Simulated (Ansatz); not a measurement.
input.yaml

```yaml
crystal:
  lattice:
    - [4.8056401744, 0.0, 0.0]
    - [0.0, 6.5971690276, 0.0]
    - [0.0, 0.0, 26.8240477952]
  atoms:
    - { symbol: Ta, position: [0.0, 0.6666666667, 0.2795998597] }
    - { symbol: Si, position: [0.261628168, 0.0, 0.3042557814] }
    - { symbol: Si, position: [0.738371832, 0.3333333333, 0.3042557814] }
    - { symbol: Si, position: [0.5, 0.6666666667, 0.3289117031] }
    - { symbol: Ta, position: [0.75, 0.0, 0.3571758934] }
    - { symbol: Ta, position: [0.25, 0.3333333333, 0.3571758934] }
    - { symbol: Si, position: [0.0, 0.6666666667, 0.3854400837] }
    - { symbol: Si, position: [0.761628168, 0.3333333333, 0.4100960054] }
    - { symbol: Si, position: [0.238371832, 0.0, 0.4100960054] }
    - { symbol: Ta, position: [0.5, 0.6666666667, 0.4347519271] }
    - { symbol: Si, position: [0.761628168, 0.0, 0.4594078488] }
    - { symbol: Si, position: [0.238371832, 0.3333333333, 0.4594078488] }
    - { symbol: Si, position: [0.0, 0.6666666667, 0.4840637705] }
    - { symbol: Ta, position: [0.25, 0.0, 0.5123279609] }
    - { symbol: Ta, position: [0.75, 0.3333333333, 0.5123279609] }
    - { symbol: Si, position: [0.5, 0.6666666667, 0.5405921512] }
    - { symbol: Si, position: [0.261628168, 0.3333333333, 0.5652480729] }
    - { symbol: Si, position: [0.738371832, 0.0, 0.5652480729] }
    - { symbol: Ta, position: [0.0, 0.6666666667, 0.5899039946] }
    - { symbol: Si, position: [0.261628168, 0.0, 0.6145599163] }
    - { symbol: Si, position: [0.738371832, 0.3333333333, 0.6145599163] }
    - { symbol: Si, position: [0.5, 0.6666666667, 0.639215838] }
    - { symbol: Ta, position: [0.75, 0.0, 0.6674800283] }
    - { symbol: Ta, position: [0.25, 0.3333333333, 0.6674800283] }
    - { symbol: Si, position: [0.0, 0.6666666667, 0.6957442186] }
    - { symbol: Si, position: [0.761628168, 0.3333333333, 0.7204001403] }
    - { symbol: Si, position: [0.238371832, 0.0, 0.7204001403] }
basis:
  ecutwfc: 420
kpoints:
  mp_grid: { grid: [7, 6, 1] }
hamiltonian:
  xc: pbe
scf:
  occupations: { method: gaussian, width: 0.1 }
output:
  forces: true
  eigenvalues: true
  write_density: true
  write_potential: true
  elf: true
  volumetric_format: npy
relax:
  adjacent_minimum: "off"
  f_tol: 0.02
  max_steps: 60
efield:
  axis: 3
  dipole_correction: true
  ramp_width: 0.04
```

Launched with
```bash
ansatz run input.yaml --threads 4 --pin off --max-ram 10240MiB --backend cpu --events-out ev --progress --plain --runs-dir out
```

These are results of DFT PBE, scalar-relativistic, plane waves, PAW (Ansatz), not measurements.

Abridged output (final results; tables in files aren't shown):

```
WARN: The output density's exchange-correlation potential varies sharply where the density is thin. Do not read a vacuum level from v_tot or v_xc, or from such a field of the output density. On a cell that repeats whose density bears no net charge and no dipole along the vacuum's axis use v_es (v_loc + v_h of the components); under efield.dipole_correction with no amplitude use v_es + v_field, which holds any external_charges[].barrier, or the levels of the report's work_function block, which leave it out; under a non-zero efield.amplitude the vacuum is tilted and has no level; on a cell that repeats and bears such a dipole with no correction it is tilted too, and efield.dipole_correction wi ...
SCF converged after 6 iterations
Free energy (F): -100838.817211 eV
Harris-Foulkes:  -100838.817211 eV  (|F-HF|=7.13e-10)
Internal energy: -100838.764763 eV  (E = F + TS)
E sigma→0 (E₀):  -100838.790987 eV
Entropy (-TS):   -0.052448 eV (-1.943 meV/atom)
Fermi energy:    4.777208 eV
Dipole field:    D = -0.022056 V/Å  (p = -0.103655 e·Å, saw-weighted, corrected)
Work function:   Φ+ = 4.3996 eV   Φ− = 3.8080 eV
Levels:          The Fermi level and band energies are counted from a zero that moves with the ramp; work functions are not
--- Per-component energies (eV) ---
  E_band       = -2702.630705
  E_kinetic    = 4052.548219
  E_local      = -139781.072870  (includes V_loc(G=0)·N_el)
  E_nonlocal   = 590.073229
  E_hartree    = 68101.241894
  E_xc         = -2977.426354
  E_vxc        = -2701.948198  (∫ρ·V_xc dr)
  E_paw        = -84799.286532  (= ΣΔE_a)
  E_vpaw       = -1064.355559  (= ΣTr[D̂ρ^β])
  E_aug_tail   = 0.001504  (compensation charges beyond the density's cutoff)
  E_efield     = 0.001143  (sawtooth field / dipole correction)
  E_vefield    = -0.336080  (∫n·V_field dr)
  E_ewald      = 53975.155004
  E_smearing   = -0.052448  (= −TS)
--- Forces (eV/Å), atoms counted from 1 ---
  atom   1  Ta     0.00000000     0.00000000     0.00491634
  atom   2  Si     0.00599414     0.00206144    -0.00449821
  atom   3  Si    -0.00599414    -0.00206144    -0.00449821
  atom   4  Si     0.00000000     0.00000000    -0.00149466
  atom   5  Ta    -0.00434291     0.00037325     0.00736635
  atom   6  Ta     0.00434291    -0.00037325     0.00736635
  atom   7  Si     0.00000000     0.00000000     0.00430910
  atom   8  Si     0.00801905    -0.00079740    -0.00148248
  atom   9  Si    -0.00801905     0.00079740    -0.00148248
  atom  10  Ta     0.00000000     0.00000000    -0.00211753
  atom  11  Si     0.00285808     0.00202272    -0.00171229
  atom  12  Si    -0.00285808    -0.00202272    -0.00171229
  atom  13  Si     0.00000000     0.00000000     0.00115459
  atom  14  Ta     0.00300678    -0.00076690    -0.00378822
  atom  15  Ta    -0.00300678     0.00076690    -0.00378822
  atom  16  Si     0.00000000     0.00000000     0.00028546
  atom  17  Si    -0.00163456    -0.00036406     0.00018031
  atom  18  Si     0.00163456     0.00036406     0.00018031
  atom  19  Ta     0.00000000     0.00000000    -0.00061435
  atom  20  Si     0.00038237     0.00205437     0.00262416
  atom  21  Si    -0.00038237    -0.00205437     0.00262416
  atom  22  Si     0.00000000     0.00000000     0.00022918
  atom  23  Ta     0.00320773    -0.00042012     0.00111699
  atom  24  Ta    -0.00320773     0.00042012     0.00111699
  atom  25  Si     0.00000000     0.00000000    -0.00083688
  atom  26  Si     0.00198473    -0.00066336    -0.00269386
  atom  27  Si    -0.00198473     0.00066336    -0.00269386
--- Band table (eV; the first three rows and the last of 22) ---
  k-point 0: bands = ["-63.1427", "-63.0373", "-63.0258", "-62.9240", "-62.9139", "-62.8962", "-62.8871", "-62.8373", "-62.8196", "-29.9178", "-29.7353", "-29.6826", "-29.6783", "-29.6332", "-29.6326", "-29.6175", "-29.5941", "-29.5667", "-29.5661", "-29.5571", "-29.5529", "-29.5335", "-29.5279", "-29.5129", "-29.5000", "-29.4971", "-29.4464", "-29.4387", "-29.4356", "-29.4124", "-29.3981", "-29.3885", "-29.3867", "-29.3613", "-29.3589", "-29.3096", "-8.2326", "-7.5873", "-6.2383", "-5.3520", "-5.1301", "-5.0057", "-4.6138", "-4.3716", "-3.9090", "-3.6036", "-2.8118", "-2.7378", "-2.3378", "-2.0143", "-1.9729", "-1.4125", "-1.2259", "-1.0791", "-0.9506", "-0.4452", "-0.4215", "-0.3474", "-0. ...
  k-point 1: bands = ["-63.1427", "-63.0372", "-63.0259", "-62.9239", "-62.9140", "-62.8961", "-62.8871", "-62.8373", "-62.8196", "-29.9170", "-29.7376", "-29.6828", "-29.6779", "-29.6360", "-29.6308", "-29.6162", "-29.5946", "-29.5730", "-29.5683", "-29.5628", "-29.5371", "-29.5337", "-29.5292", "-29.5064", "-29.5004", "-29.4974", "-29.4520", "-29.4400", "-29.4265", "-29.4160", "-29.4011", "-29.3892", "-29.3845", "-29.3634", "-29.3543", "-29.3140", "-8.1271", "-7.4874", "-6.1494", "-5.8740", "-5.4385", "-5.0969", "-4.3875", "-4.1242", "-3.7384", "-3.5253", "-3.0282", "-2.7624", "-2.2955", "-2.0194", "-1.8979", "-1.5624", "-1.0807", "-0.9927", "-0.7829", "-0.5377", "-0.4119", "-0.1016", "0.1 ...
  k-point 2: bands = ["-63.1427", "-63.0372", "-63.0259", "-62.9237", "-62.9141", "-62.8961", "-62.8872", "-62.8373", "-62.8196", "-29.9154", "-29.7420", "-29.6841", "-29.6772", "-29.6369", "-29.6272", "-29.6168", "-29.5969", "-29.5799", "-29.5736", "-29.5582", "-29.5356", "-29.5323", "-29.5260", "-29.5039", "-29.4982", "-29.4841", "-29.4578", "-29.4400", "-29.4284", "-29.4171", "-29.4070", "-29.3844", "-29.3776", "-29.3673", "-29.3511", "-29.3232", "-7.8160", "-7.1941", "-6.6550", "-6.1086", "-5.8429", "-4.9250", "-4.7091", "-3.9524", "-3.6337", "-3.2267", "-2.8725", "-2.8169", "-2.3263", "-2.1478", "-1.8043", "-1.3862", "-1.0884", "-0.7101", "-0.5992", "-0.5348", "-0.3944", "-0.3676", "-0. ...
  k-point 21: bands = ["-63.1427", "-63.0337", "-63.0293", "-62.9200", "-62.9178", "-62.8930", "-62.8902", "-62.8373", "-62.8196", "-29.9143", "-29.7465", "-29.7019", "-29.6901", "-29.6399", "-29.6278", "-29.6211", "-29.6090", "-29.5856", "-29.5753", "-29.5664", "-29.5421", "-29.5251", "-29.5168", "-29.4991", "-29.4916", "-29.4770", "-29.4643", "-29.4444", "-29.4181", "-29.4167", "-29.4049", "-29.3790", "-29.3751", "-29.3651", "-29.3412", "-29.3341", "-6.9591", "-6.5513", "-5.8148", "-5.4103", "-5.1854", "-4.9513", "-4.6552", "-4.3182", "-4.2822", "-3.8506", "-3.2812", "-3.0444", "-2.7264", "-2.6473", "-2.4087", "-2.3658", "-2.1669", "-1.7081", "-1.1274", "-0.8642", "-0.6577", "-0.4143", "-0 ...
--- Relaxed structure (8 steps of the walk, 7 accepted, 0 SCFs on fresh bases) ---
  F+E_penalty+E_count = -100838.81721125 eV   max|allowed force component| = 8.019e-3 eV/Å
  atoms:
    - { symbol: Ta, position: [0.0, 0.66666666, 0.29097668] }
    - { symbol: Si, position: [0.21330219, 0.01013901, 0.30173406] }
    - { symbol: Si, position: [0.78669780, 0.32319431, 0.30173406] }
    - { symbol: Si, position: [0.49999999, 0.66666666, 0.32827633] }
    - { symbol: Ta, position: [0.74445623, -0.00140908, 0.35768517] }
    - { symbol: Ta, position: [0.25554376, 0.33474241, 0.35768517] }
    - { symbol: Si, position: [0.0, 0.66666666, 0.38838270] }
    - { symbol: Si, position: [0.76345859, 0.33545792, 0.40895619] }
    - { symbol: Si, position: [0.23654140, -0.00212459, 0.40895619] }
    - { symbol: Ta, position: [0.49999999, 0.66666666, 0.43571184] }
    - { symbol: Si, position: [0.76126781, 0.00162761, 0.45924927] }
    - { symbol: Si, position: [0.23873218, 0.33170571, 0.45924927] }
    - { symbol: Si, position: [0.0, 0.66666666, 0.48560245] }
    - { symbol: Ta, position: [0.25061767, 0.00102405, 0.51274656] }
    - { symbol: Ta, position: [0.74938232, 0.33230928, 0.51274656] }
    - { symbol: Si, position: [0.49999999, 0.66666666, 0.54104182] }
    - { symbol: Si, position: [0.26039677, 0.33387464, 0.56641450] }
    - { symbol: Si, position: [0.73960322, -0.00054131, 0.56641450] }
    - { symbol: Ta, position: [0.0, 0.66666666, 0.58894933] }
    - { symbol: Si, position: [0.26404972, -0.00303006, 0.61533262] }
    - { symbol: Si, position: [0.73595027, 0.33636340, 0.61533262] }
    - { symbol: Si, position: [0.49999999, 0.66666666, 0.64230869] }
    - { symbol: Ta, position: [0.76134371, 0.00360516, 0.66772501] }
    - { symbol: Ta, position: [0.23865628, 0.32972816, 0.66772501] }
    - { symbol: Si, position: [0.0, 0.66666666, 0.69331417] }
    - { symbol: Si, position: [0.71978987, 0.36738141, 0.71293797] }
    - { symbol: Si, position: [0.28021012, -0.03404808, 0.71293797] }
```

The relaxation met its thresholds.

The run took 11 min on 4 threads of Intel(R) Xeon(R) Platinum 8259CL CPU @ 2.50GHz (Skylake/Cascade Lake), with other jobs on the host, peak memory 3.3 GiB.

Spin-orbit coupling is left out, which matters for the bands of heavy elements.